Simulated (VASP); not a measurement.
The system is WC.

```xyz
4
Lattice="0.0000 2.8868 2.8868 2.8868 0.0000 2.8868 2.8868 2.8868 0.0000" Properties=species:S:1:pos:R:3 pbc="T T T"
W     2.8868    2.8868    2.8868
W     4.3302    4.3302    4.3302
C     0.0000    0.0000    0.0000
C     1.4434    1.4434    1.4434
```

The cell was built by a generator and needn't be a form met in nature.

Program: VASP 6.6.1. Alike in all runs: task band structure; potentials or basis VASP PAW PBE potentials, release 64 (W_sv, C); no spin polarisation; cell as given; k mesh 6 × 6 × 6; cutoff (eV) 520; smearing fermi-dirac 0.05 eV.

Task: Order these runs on this cell by their pressure, lowest first.
A. level SCAN
B. level r2SCAN
C. level TPSS

Result: A (-5.6 GPa), B (-1.6 GPa), C (0.4 GPa).

Caveats: the PAW data sets were made with another functional, which shifts forces and pressure a little.

Not every run made on this cell is shown here.
